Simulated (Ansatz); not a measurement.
# InSe: the cost of one run

Computed with Ansatz 0.2.0 (DFT PBE, scalar-relativistic, unless a step's input says otherwise).

## Step 1: The structure to begin with

It takes space group C2/m (No. 12, monoclinic). Conventional cell: a = 11.736 Å, b = 4.110 Å, c = 4.610 Å, α = 90.00°, β = 110.30°, γ = 90.00°. In (site symmetry m) is surrounded by 3 Se at 2.58 to 2.78 Å and 1 In at 2.74 Å. Se (site symmetry m) is surrounded by 3 In at 2.58 to 2.78 Å.

Coordinates:

```cif
data_structure
_symmetry_space_group_name_H-M 'P 1'
_symmetry_Int_Tables_number 1
_cell_length_a 6.2173
_cell_length_b 6.2173
_cell_length_c 4.6100
_cell_angle_alpha 109.114
_cell_angle_beta 109.114
_cell_angle_gamma 38.602
_cell_volume 104.27
loop_
_atom_site_label
_atom_site_type_symbol
_atom_site_fract_x
_atom_site_fract_y
_atom_site_fract_z
_atom_site_occupancy
In1 In 0.88400 0.88400 0.00500 1
In2 In 0.11600 0.11600 0.99500 1
Se1 Se 0.66000 0.66000 0.64200 1
Se2 Se 0.34000 0.34000 0.35800 1
```

Atoms are numbered in the order of the input: In1, In2, Se3, Se4.

## Step 2: The deformed structure

Space group C2/m before, C2/m after.

## Step 3: LAPW, all electrons

input.yaml reads:

```yaml
crystal:
  lattice:
    - [5.8679026766, -2.055, 0.0]
    - [5.8679026766, 2.055, 0.0]
    - [-1.5994156962, 0.0, 4.2804198423]
  atoms:
    - { symbol: In, position: [0.884, 0.884, 0.005] }
    - { symbol: In, position: [0.116, 0.116, 0.995] }
    - { symbol: Se, position: [0.66, 0.66, 0.642] }
    - { symbol: Se, position: [0.34, 0.34, 0.358] }
kpoints:
  mp_grid: { grid: [7, 7, 6] }
  band_path:
    path:
      - [0.0, 0.0, 0.0]
      - [-0.2849428405, 0.2849428405, 0.0]
      - [-0.7150571595, -0.2849428405, 0.0]
      - [-0.5, -0.5, 0.0]
      - [0.0, 0.0, 0.0]
      - [-0.5, -0.5, 0.5]
      - [-0.7464694331, -0.2535305669, 0.5]
      - [-0.2535305669, 0.2535305669, 0.5]
      - [0.0, 0.0, 0.5]
    npoints: 5
scf:
  occupations: { method: fermi_dirac, width: 0.02 }
hamiltonian:
  xc: pbe
  pseudopotentials: { kind: all_electron, lapw: { basis_error: 0.0005 } }
output:
  forces: true
  stress: true
  eigenvalues: true
```

On the command line:

```
$ ansatz run input.yaml --threads 1 --pin off --max-ram 4096MiB --backend cpu --events-out ev --progress --plain --runs-dir out
```

What time and memory should one allow on 1 thread of Intel Xeon 6975P-C (Granite Rapids), shared host?

About 77 s, with a peak of 1.1 GiB.
